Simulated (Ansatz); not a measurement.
# Magnetic states of nickel, diamond

Method: DFT, PBE, plane waves (420 eV) with PAW, scalar-relativistic (Ansatz 0.2.0).

Each start was relaxed and then solved on a dense mesh, with Fermi-Dirac smearing of 0.05 eV (0.1 eV in a metal without spin) extrapolated to zero. Rows within 2 meV/atom of each other tie.

(1) Where does each start end, and how do the energies compare? Starts: antiferromagnetic; ferromagnetic; non-magnetic.

Answers

(1) 
| start | ends | ΔE (meV/atom) | V (Å³/atom) |
| --- | --- | --- | --- |
| ferromagnetic | ferromagnetic, net 0.80 μB per atom | 0.0 | 16.58 |
| antiferromagnetic | ferromagnetic, net 0.80 μB per atom | 0.0 | 16.58 |
| non-magnetic | spin not included | 91.1 | 16.55 |
